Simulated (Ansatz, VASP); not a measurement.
# WS2 in VASP and in Ansatz

```
S W
1.0
     3.15974    0.00000    0.00000
    -1.57987    2.73642    0.00000
     0.00000    0.00000   45.20729
S W
4 2
Direct
  0.33333 0.66667 0.39169
  0.33333 0.66667 0.46136
  0.33333 0.66667 0.53864
  0.33333 0.66667 0.60831
  0.66667 0.33333 0.42655
  0.00000 0.00000 0.57345
```

Alike in both runs: functional PBE; dispersion D3(BJ); k mesh 12 × 12 × 1; occupations gaussian, width 0.02 eV; no spin polarisation.

Ansatz relaxed the structure, and its values are those at the end. VASP's run is a single point on that final structure, the one shown.

|  | VASP | Ansatz |
| --- | --- | --- |
| version | VASP 6.6.1 | Ansatz 0.2.0 |
| potentials or method | VASP PAW PBE potentials, release 64 (S, W_sv) | scalar-relativistic, plane waves, PAW |
| plane-wave cutoff (eV) | 520 | 420 |
| valence electrons in the cell | 52 | 52 |

|  | VASP | Ansatz | Ansatz less VASP |
| --- | --- | --- | --- |
| gap on the k mesh at the Fermi level (eV) | 1.65 | 1.64 | -0.010 |
| least direct gap on the mesh (eV) | 1.92 | 1.92 | -0.003 |

The functional is the same, so the differences come from potentials, cutoffs and numerics. Ansatz warned: «stress_scf_threshold_loose».

Caveats: spin-orbit coupling is left out, which moves the levels of the heavy elements.
